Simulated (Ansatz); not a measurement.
# LiCl: the band gap up the ladder of functionals

The task here is to estimate one member of a computed series from the others.

Code: Ansatz 0.2.0. PAW datasets, plane waves. No spin polarisation and no zero-point or thermal motion.

## The cell

The cell was relaxed beforehand with r2SCAN.

Space group Fm-3m (No. 225), cubic; conventional cell a = 5.112 Å, 16.70 Å³ an atom. Li has 6 Cl at 2.56 Å; Cl has 6 Li at 2.56 Å.

As a file:

```cif
data_structure
_symmetry_space_group_name_H-M 'P 1'
_symmetry_Int_Tables_number 1
_cell_length_a 3.6148
_cell_length_b 3.6148
_cell_length_c 3.6148
_cell_angle_alpha 60.000
_cell_angle_beta 60.000
_cell_angle_gamma 60.000
_cell_volume 33.40
loop_
_atom_site_label
_atom_site_type_symbol
_atom_site_fract_x
_atom_site_fract_y
_atom_site_fract_z
_atom_site_occupancy
Li1 Li 0.00000 0.00000 0.00000 1
Cl1 Cl 0.50000 0.50000 0.50000 1
```

Set-up of the first run:

The input, input.yaml:

```yaml
crystal:
  lattice:
    - [0.0, 2.5560362741, 2.5560362741]
    - [2.5560362741, 0.0, 2.5560362741]
    - [2.5560362741, 2.5560362741, 0.0]
  atoms:
    - { symbol: Li, position: [0.0, 0.0, 0.0] }
    - { symbol: Cl, position: [0.5, 0.5, 0.5] }
kpoints:
  mp_grid: { grid: [8, 8, 8] }
  band_path:
    path:
      - [[0.0, 0.0, 0.0], [0.5, -1.993466244819e-34, 0.5], [0.625, 0.25, 0.625]]
      - [[0.375, 0.375, 0.75], [0.0, 0.0, 0.0], [0.5, 0.5, 0.5], [0.5, 0.25, 0.75], [0.5, -1.993466244819e-34, 0.5]]
    npoints: 10
hamiltonian:
  xc: pbe
scf:
  occupations: { method: fermi_dirac, width: 0.02 }
  n_extra_bands: 4
output:
  forces: true
  stress: true
  eigenvalues: true
```

The run is started by

```console
ansatz run input.yaml --threads 4 --pin off --max-ram 7372MiB --backend cpu --events-out ev --progress --plain --runs-dir out
```

Steps of the session up to this table: PBE band path; Single point with r2SCAN; HSE06; PBE0 at the same geometry; Single point with LDA; Quasiparticle levels, G0W0@PBE; One-shot GW from PBE; DDH-PBE0; LC-ωPBE at the same geometry; r2SCAN0.

One table of the session follows, with a row left open; its other results are not shown here.

| level | gap (eV) |
| --- | --- |
| PBE | 6.38 |
| r2SCAN | 7.29 |
| HSE06 | 7.79 |
| PBE0 | ? |
| LDA | 6.04 |
| G0W0@PBE (99 empty bands) | 8.80 |
| G0W0@PBE (247 empty bands) | 8.95 |
| DDH-PBE0 | 9.25 |
| LC-ωPBE | 13.23 |
| r2SCAN0 | 9.05 |

Q: Estimate the row for PBE0 from the others.

**Answer.** gap (eV): 8.50. In the column «gap (eV)» it lies between HSE06 (7.79) and G0W0@PBE (99 empty bands) (8.80).

Meshes: PBE 8×8×8, r2SCAN 8×8×8, HSE06 6×6×6, PBE0 6×6×6, LDA 8×8×8, DDH-PBE0 6×6×6, LC-ωPBE 6×6×6, r2SCAN0 6×6×6.

Against G0W0@PBE, PBE is short by 2.57 eV, at 71 % of it, and r2SCAN 81 %. PBE0 lies 0.72 eV above HSE06, which differs from it by screening the long-range exchange. The G0W0 figures hold for the stated bands, cutoff and mesh and aren't extrapolated.

Limits of these values: Warnings in the runs' records: stress scf threshold loose, stress exchange threshold loose.
